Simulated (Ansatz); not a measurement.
## P_N in Si3N4 (P6_3/m): charge-transition levels and formation energies

Charge states of P_N in Si3N4 (P6_3/m), set against the band edges. Model: a cell of 126 host atoms with 1 N taken out and 1 P put in.

Method: place-levels on PBEsol runs: charge-transition levels and formation energies with image-charge correction and potential alignment at the atomic sites; PAW set soft_1, in Ansatz 0.2.0.

### Step 1. Set-up

The cell holds 126 atoms: 54 Si, 71 N and 1 P. Cell: a = 13.206 Å, b = 13.206 Å, c = 8.731 Å, α = 90.0°, β = 90.0°, γ = 120.0°. It derives from Si3N4 (space group P6_3/m). Nearest the centre at fractional (0.576, 0.453, 0.583): P83 at 0.00 Å, Si101 at 1.74 Å, Si59 at 1.74 Å, Si56 at 1.74 Å, N62 at 2.78 Å, N123 at 2.82 Å, N81 at 2.82 Å, N116 at 2.82 Å.

The host's dielectric constants go in as inputs: (4.29, 4.29, 4.37) for the electrons alone, (8.29, 8.29, 8.25) with the ions, from a response run on this crystal (DFPT, PBEsol) at that run's own cell.

The cell's shortest repeat is 8.7 Å.

### Step 2. Charge states

Levels follow from differences of total energies between charge states, each relaxed by itself.

Random displacements of about 0.05 Å break the site symmetry at the start, so that the relaxation can reach a distorted minimum if there is one. Forces are taken at one point at (¼, ¼, ¼). The cell holds 1 electron more than the neutral one, with a uniform background that keeps it neutral on the whole. The electron count is odd, so at least one spin is unpaired; this run locks the moment at 1 μB.

The sampling was tested on the host first: at the k-points planned (1x1x1 shifted 0.25 0.25 0.25) its energy lies 0.000 eV an atom from the dense-mesh value, under the bound of 0.02 eV set for this test; that bounds the host's error, not the defect's.

One state's input; the others differ in charge, spin, start and seed, and in occupations where the table says so.

The input, qm1_M1.relax/input.yaml:

```yaml
crystal:
  lattice:
    - [11.43668588, 6.60297367, 0.0]
    - [-11.43668588, 6.60297367, 0.0]
    - [0.0, 0.0, 2.91025578]
  atoms:
    - { symbol: Si, position: [0.01950046, 0.80655545, 0.75] }
    - { symbol: Si, position: [0.3528338, 0.47322211, 0.75] }
    - { symbol: Si, position: [0.68616713, 0.13988878, 0.75] }
    - { symbol: Si, position: [0.21294502, 0.01950046, 0.25] }
    - { symbol: Si, position: [0.54627835, 0.68616713, 0.25] }
    - { symbol: Si, position: [0.87961168, 0.3528338, 0.25] }
    - { symbol: Si, position: [0.13988878, 0.45372165, 0.25] }
    - { symbol: Si, position: [0.47322211, 0.12038832, 0.25] }
    - { symbol: Si, position: [0.80655545, 0.78705498, 0.25] }
    - { symbol: Si, position: [0.19344455, 0.21294502, 0.75] }
    - { symbol: Si, position: [0.52677789, 0.87961168, 0.75] }
    - { symbol: Si, position: [0.86011122, 0.54627835, 0.75] }
    - { symbol: Si, position: [0.12038832, 0.6471662, 0.75] }
    - { symbol: Si, position: [0.45372165, 0.31383287, 0.75] }
    - { symbol: Si, position: [0.78705498, 0.98049954, 0.75] }
    - { symbol: Si, position: [0.31383287, 0.86011122, 0.25] }
    - { symbol: Si, position: [0.6471662, 0.52677789, 0.25] }
    - { symbol: Si, position: [0.98049954, 0.19344455, 0.25] }
    - { symbol: "N", position: [0.0, 0.66666667, 0.75] }
    - { symbol: "N", position: [0.33333333, 0.33333333, 0.75] }
    - { symbol: "N", position: [0.66666667, 0.0, 0.75] }
    - { symbol: "N", position: [0.0, 0.33333333, 0.25] }
    - { symbol: "N", position: [0.33333333, 0.0, 0.25] }
    - { symbol: "N", position: [0.66666667, 0.66666667, 0.25] }
    - { symbol: "N", position: [0.21345843, 0.45653274, 0.75] }
    - { symbol: "N", position: [0.54679176, 0.12319941, 0.75] }
    - { symbol: "N", position: [0.8801251, 0.78986608, 0.75] }
    - { symbol: "N", position: [0.09025902, 0.8801251, 0.25] }
    - { symbol: "N", position: [0.42359235, 0.54679176, 0.25] }
    - { symbol: "N", position: [0.75692569, 0.21345843, 0.25] }
    - { symbol: "N", position: [0.12319941, 0.57640765, 0.25] }
    - { symbol: "N", position: [0.45653274, 0.24307431, 0.25] }
    - { symbol: "N", position: [0.78986608, 0.90974098, 0.25] }
    - { symbol: "N", position: [0.21013392, 0.09025902, 0.75] }
    - { symbol: "N", position: [0.54346726, 0.75692569, 0.75] }
    - { symbol: "N", position: [0.87680059, 0.42359235, 0.75] }
    - { symbol: "N", position: [0.1198749, 0.21013392, 0.25] }
    - { symbol: "N", position: [0.45320824, 0.87680059, 0.25] }
    - { symbol: "N", position: [0.78654157, 0.54346726, 0.25] }
    - { symbol: "N", position: [0.24307431, 0.78654157, 0.75] }
    - { symbol: "N", position: [0.57640765, 0.45320824, 0.75] }
    - { symbol: "N", position: [0.90974098, 0.1198749, 0.75] }
  supercell: [1, 1, 3]
  defects: [{ substitution: { at: 82, symbol: P } }]
total_charge: -1
basis:
  ecutwfc: 420
  xc_grid: 2
hamiltonian:
  xc: pbesol
  pseudopotentials: { kind: paw, azcp: { folder: soft_1 }, xc_functional: pbe }
kpoints:
  mp_grid: { grid: [1, 1, 1], shift: [0.25, 0.25, 0.25] }
magnetization:
  spin_polarized: true
  initial_magnetization: 1
  spin_locking: { lock_magnetization: hard }
scf:
  occupations: { method: fixed }
  max_iter: 80
output:
  forces: true
  charged_corrections: { epsilon: [4.29, 4.29, 4.37], static_epsilon: [8.29, 8.29, 8.25] }
relax:
  f_tol: 0.02
  max_steps: 80
  random_displacement: { amplitude: 0.05, seed: 8294 }
checkpoint:
  write: "../qm1_M1.relax.run"
  compress: false
  write_wavefunctions: true
  write_every: 100000
```

On the command line:

```bash
ansatz run input.yaml --threads 4 --pin off --max-ram 15073MiB --backend cpu --events-out ev --progress --plain --runs-dir out
```

Defect states can disperse in a cell of this size, so the energy is taken again at a 2×2×2 shifted mesh, on the relaxed structure.

The run of this state that the levels use, under PBEsol:

The input, qm1_M1.point/input.yaml:

```yaml
crystal:
  checkpoint: "../qm1_M1.relax.run"
  host: checkpoint
total_charge: -1
basis:
  ecutwfc: 420
  xc_grid: 2
hamiltonian:
  xc: pbesol
  pseudopotentials: { kind: paw, azcp: { folder: soft_1 }, xc_functional: pbe }
kpoints:
  mp_grid: { grid: [2, 2, 2], shift: [0.5, 0.5, 0.5] }
magnetization:
  spin_polarized: true
  initial_magnetization: 1
  spin_locking: { lock_magnetization: hard }
scf:
  occupations: { method: fermi_dirac, width: 0.01 }
  max_iter: 80
output:
  forces: true
  eigenvalues: true
  charged_corrections:
    epsilon: [4.29, 4.29, 4.37]
    static_epsilon: [8.29, 8.29, 8.25]
    defect_position: [0.576408, 0.453208, 0.583333]
  eigenstates: { localisation: true }
  populations: true
  efg: {}
  band_densities: [{ bands: [v1, v1] }, { bands: [c1, c1] }]
  write_density: true
  write_potential: true
  volumetric_format: npy
  elf: true
checkpoint:
  read: "../qm1_M1.relax.run"
  write: "../qm1_M1.point.run"
  compress: false
  write_wavefunctions: false
  write_every: 100000
```

Relaxations under PBEsol at one point at (¼, ¼, ¼); times on 4 threads of Arm Neoverse V2, shared host:

| charge | moment (μB) | occupations | outcome | steps | largest displacement against the far atoms (Å) | time |
| --- | --- | --- | --- | --- | --- | --- |
| −1 | 1 | fixed | converged | 11 | 0.70 | 9.8 min |
| 0 | 0 | fixed | converged | 11 | 0.44 | 4.6 min |
| +1 | 1 | fixed | converged | 10 | 0.70 | 9.8 min |

Single points under PBEsol at a 2×2×2 shifted mesh; times on 4 threads of Arm Neoverse V2, shared host:

| charge | moment (μB) | occupations | outcome | time |
| --- | --- | --- | --- | --- |
| −1 | 1 | fermi-dirac | converged | 8 min |
| 0 | 0 | fermi-dirac | converged | 3.3 min |
| +1 | 1 | fermi-dirac | converged | 7.6 min |

Distances (Å) from P83 to the nearest atoms after relaxation with PBEsol:

| charge | moment (μB) | 1. | 2. | 3. | 4. | 5. | 6. |
| --- | --- | --- | --- | --- | --- | --- | --- |
| −1 | 1 | Si 2.09 | Si 2.11 | Si 2.18 | N 2.73 | N 2.82 | N 2.83 |
| 0 | 0 | Si 2.07 | Si 2.07 | Si 2.10 | Si 2.62 | N 2.66 | N 2.90 |
| +1 | 1 | Si 2.10 | Si 2.10 | Si 2.20 | N 2.79 | N 2.79 | N 2.81 |

### Step 3. Levels against the band edges, PBEsol

A charged cell interacts with its images and the background, and its potential has another zero than the host's. place-levels removes the first by a point-charge model, screened by the static dielectric constant since the ions have relaxed around the charge, and the second by comparing potentials at atoms far from the defect.

The host is a run of the defect-free crystal in the same cutoffs, grids and k-points, so that basis and sampling errors cancel in part in the differences. Its band edges come from a run of the primitive cell that searches the zone for them. The host is run in a cell of 42 atoms on a matching mesh. Chemical potentials are energies per atom of N (N2 molecule) and P (black phosphorus), run with the same functional and cutoff.

The input, levels.point.yaml:

```yaml
host:
  run: host.point.run
  levels_from: { run: edges.point.run }
states: [qm1_M1.point.run, q0.point.run, qp1_M1.point.run]
geometry_from:
  qm1_M1.point.run: qm1_M1.relax.run
  q0.point.run: q0.relax.run
  qp1_M1.point.run: qp1_M1.relax.run
  host.point.run: host.relax.run
chemical_potentials:
  "N":
    energy: -378.476431
    dataset: "<sha256 of the dataset>"
  P:
    energy: -740.035429
    dataset: "<sha256 of the dataset>"
epsilon: [4.29, 4.29, 4.37]
static_epsilon: [8.29, 8.29, 8.25]
vertical:
  - { from: qm1_M1.point.run, to: qm1_M1.point_neutral.run }
  - { from: qp1_M1.point.run, to: qp1_M1.point_neutral.run }
```

On the command line:

```bash
ansatz place-levels levels.point.yaml -- --threads 4 --pin off --max-ram 15073MiB
```

Numbers of over 12 decimals in the logs are rounded to 6 here.

Output:

```text
[... repeated set-up lines and file paths are left out, and long positions are rounded to six places ...]
(+1/0) 0.457 eV above the valence edge, 3.729 eV under the conduction edge
(0/-1) 3.795 eV above the valence edge, 0.391 eV under the conduction edge
formation energy of charge +1: +4.657 eV with the Fermi level at the valence edge
formation energy of charge 0: +5.114 eV with the Fermi level at the valence edge
formation energy of charge -1: +8.909 eV with the Fermi level at the valence edge
vertical -1 to 0: no energy, since no alignment is typed
  the change from vertical[0].from (qm1_M1.point.run) to vertical[0].to (qm1_M1.point_neutral.run): by its potential at epsilon [4.29, 4.29, 4.37] it stands at 0.683 0.563 0.917, with an rms radius of about 2.2 Å (1.3 1.2 1.3 Å across the planes of the cell's [...]
vertical +1 to 0: no energy, since no alignment is typed
  the change from vertical[1].from (qp1_M1.point.run) to vertical[1].to (qp1_M1.point_neutral.run): by its potential at epsilon [4.29, 4.29, 4.37] it stands at 0.553 0.457 0.584, with an rms radius of about 2.0 Å (1.3 1.3 0.9 Å across the planes of the cell's [...]
  edges by pbesol of host.levels_from (edges.point.run), its mesh sampled to repeats of 26.19 Å (the valence edge +0.130 eV and the conduction edge -0.336 eV from those of the host's own run), gap 4.186 eV; the host is sampled to repeats of 26.41 Å
  the defect's cells are sampled to repeats of 26.41 Å, like sampling
  charge +1: -61329.4126 eV with its correction of +0.297 eV, at epsilon [8.29, 8.29, 8.25], aligned at sites: +0.0788 eV, mean over 93 atomic sites at or beyond 4.37 Å from the defect at [0.5764, 0.4532, 0.5833], with +0.038287 for the charge's moments and [...]
  charge 0: +0.000 eV for its dipole among its images, +0.001 omitted
  charge -1: -61308.9173 eV with its correction of +0.060 eV, at epsilon [8.29, 8.29, 8.25], aligned at sites: +0.1580 eV, mean over 93 atomic sites at or beyond 4.37 Å from the defect at [0.5764, 0.4532, 0.5833], with +0.039045 for the charge's moments and [...]
  of states[1] (q0.point.run): its displacements don't fall off away from the defect: farther atoms stand 0.022 Å off the host's places. [...]
  of states[0] (qm1_M1.point.run): its displacements don't fall off away from the defect: farther atoms stand 0.03 Å off the host's places. [...]
  of vertical[0].from (qm1_M1.point.run): its displacements don't fall off away from the defect: farther atoms stand 0.03 Å off the host's places. [...]
  of vertical[0].to (qm1_M1.point_neutral.run): its displacements don't fall off away from the defect: farther atoms stand 0.03 Å off the host's places. [...]
```

The job ended after 0.44 s (4 threads of Arm Neoverse V2, shared host).

Levels between the charges placed, in eV above the valence top:

|  | gap (eV) | (+1/0) | (0/−1) |
| --- | --- | --- | --- |
| PBEsol | 4.19 | 0.46 | 3.79 |

Corrections by state:

| charge | moment (μB) | image terms and alignment (eV) | band filling (eV) | ε used | over the lowest of its charge, as the program ranks them, band filling apart (eV) |
| --- | --- | --- | --- | --- | --- |
| +1 | 1.0 | 0.297 | - | principal values (8.25, 8.29, 8.29) | 0.000 |
| 0 | 0.0 | 0.000 | - | - | 0.000 |
| −1 | 1.0 | 0.060 | - | principal values (8.25, 8.29, 8.29) | 0.000 |

The charged structures listed were also run neutral, and place-levels reads from each pair, by the potential or the spins, how wide the charge is by which they differ; that can be the carrier of either run.

| charge | rms radius (Å) | spread where it is widest against the cell (Å) | wide from (Å) | reading |
| --- | --- | --- | --- | --- |
| +1 | 2.0 | 1.27 | 1.98 | narrow |
| −1 | 2.2 | 1.33 | 1.51 | narrow |

The neutral runs of these pairs need not share the spin of the lowest neutral state, and very wide values only mean spread over the cell.

From the program's caveats on the states, each cut to its opening words:

- charge 0: its displacements don't fall off away from the defect: farther atoms stand 0.022 Å off the host's places
- charge −1 (1 μB): its displacements don't fall off away from the defect: farther atoms stand 0.03 Å off the host's places
- charge −1 (1 μB): flagged: stability check not made

The host's formation energy from the elements is -1.218 eV per atom; it sets how far the chemical potentials can move.

Limit set by the element alone; other compounds of these elements are not counted. Chemical potentials from the elements' reference states: N 0.00 eV, Si -2.84 eV, P 0.00 eV. Formation energy by charge state (N-rich; gap 4.19 eV):

| charge | at valence top (eV) | at conduction bottom (eV) | correction included (eV) |
| --- | --- | --- | --- |
| +1 | 4.66 | 8.84 | 0.30 |
| 0 | 5.11 | 5.11 | 0.00 |
| −1 | 8.91 | 4.72 | 0.06 |

```csv
Fermi level (eV),lowest formation energy (eV)
0.00,4.66
0.38,5.04
0.76,5.11
1.14,5.11
1.52,5.11
1.90,5.11
2.28,5.11
2.67,5.11
3.05,5.11
3.43,5.11
3.81,5.10
4.19,4.72
```

Limit set by the element alone; other compounds of these elements are not counted. Chemical potentials from the elements' reference states: Si 0.00 eV, N -2.13 eV, P 0.00 eV. Formation energies (Si-rich), with the Fermi level at the valence top and at the conduction bottom (gap 4.19 eV):

| charge | at valence top (eV) | at conduction bottom (eV) | correction included (eV) |
| --- | --- | --- | --- |
| +1 | 2.53 | 6.71 | 0.30 |
| 0 | 2.98 | 2.98 | 0.00 |
| −1 | 6.78 | 2.59 | 0.06 |

Fermi level (eV), lowest formation energy (eV) and a bar from the least value:
```
     0.00       2.53 
     0.38       2.91 #########################
     0.76       2.98 ##############################
     1.14       2.98 ##############################
     1.52       2.98 ##############################
     1.90       2.98 ##############################
     2.28       2.98 ##############################
     2.67       2.98 ##############################
     3.05       2.98 ##############################
     3.43       2.98 ##############################
     3.81       2.97 #############################
     4.19       2.59 ####
```

### Step 4. Effect of the sampling

The relaxations' own energies give the levels at their sampling, for comparison.

The input, levels.relax_mesh.yaml:

```yaml
host:
  run: host.relax.run
  levels_from: { run: edges.relax.run }
states: [qm1_M1.relax.run, q0.relax.run, qp1_M1.relax.run]
chemical_potentials:
  "N":
    energy: -378.476431
    dataset: "<sha256 of the dataset>"
  P:
    energy: -740.035429
    dataset: "<sha256 of the dataset>"
```

On the command line:

```bash
ansatz place-levels levels.relax_mesh.yaml -- --threads 4 --pin off --max-ram 15073MiB
```

Output:

```text
(+1/0) 0.455 eV above the valence edge, 3.731 eV under the conduction edge
(0/-1) 3.793 eV above the valence edge, 0.393 eV under the conduction edge
formation energy of charge +1: +4.661 eV with the Fermi level at the valence edge
formation energy of charge 0: +5.116 eV with the Fermi level at the valence edge
formation energy of charge -1: +8.909 eV with the Fermi level at the valence edge
  edges by pbesol of host.levels_from (edges.relax.run), its mesh sampled to repeats of 26.19 Å (the valence edge +0.231 eV and the conduction edge -0.359 eV from those of the host's own run), gap 4.186 eV; the host is sampled to repeats of 15.83 Å
[... the lines on each state left out ...]
```

Wall time 0.16 s (4 threads).

Levels between neighbouring charges, in eV above the valence top:

|  | gap (eV) | (+1/0) | (0/−1) |
| --- | --- | --- | --- |
| one point at (¼, ¼, ¼) | 4.19 | 0.45 | 3.79 |
| a 2×2×2 shifted mesh | 4.19 | 0.46 | 3.79 |

Going from one point at (¼, ¼, ¼) to a 2×2×2 shifted mesh moves the levels that carry no band-filling term by up to 0.00 eV and formation energies against the elements by up to 0.00 eV.

### Step 5. Results

```yaml
gap_of_the_host: 4.19 eV (PBEsol)
level_plus_1_over_0: 0.46 eV above the valence top
level_0_minus_1: 3.79 eV above the valence top
lowest_of_the_charges_placed_just_above_the_valence_top_0p02_ev: +1
lowest_of_the_charges_placed_just_below_the_conduction_bottom_0p02_ev: −1
lowest_formation_energy_at_mid_gap_of_the_charges_run_n_rich: 5.11 eV
lowest_formation_energy_at_mid_gap_of_the_charges_run_si_rich: 2.98 eV
```

What this shows: Of the charges placed (−1, 0 and +1), the lowest changes at 0.46 eV (+1/0) and 3.79 eV (0/−1) above the valence top, in a gap of 4.19 eV. Charges above +1 and below −1 were not placed, so these runs say nothing of levels that involve them. States placed: +1 at 1 μB; 0 at 0 μB; −1 at 1 μB. Other spin states or structures, where not listed, weren't placed. P is taken at its element; compounds, which aren't counted here, bound the chemical potentials and would shift these formation energies. Going from one point at (¼, ¼, ¼) to a 2×2×2 shifted mesh moves the levels that carry no band-filling term by up to 0.00 eV and formation energies against the elements by up to 0.00 eV. Keep in mind: the images are only 8.7 Å apart; PBEsol makes the gap too small and tends to spread out bound carriers; where a gas molecule sets a chemical potential or the host's formation energy, its binding is uncorrected.

[Logs are printed without paths, hosts, clocks, repeated set-up lines and the standing remarks that a program may print on its own settings, such as how far it seeks lower states.]

[Hosts, paths, dates, database ids (printed as entryN), source tags and the programs' standing remarks are cut or masked in the printed files.]

[Where a table of states has a column of steps, it counts the stored structures, which are thinned; the runs took as many ionic steps or more.]

[A defect's name tells the site on which it was built; relaxed atoms can leave that site.]

[For some hosts the program warned that the k-mesh of the response run may be too coarse for force constants and the static dielectric constant; such warnings are not shown here.]
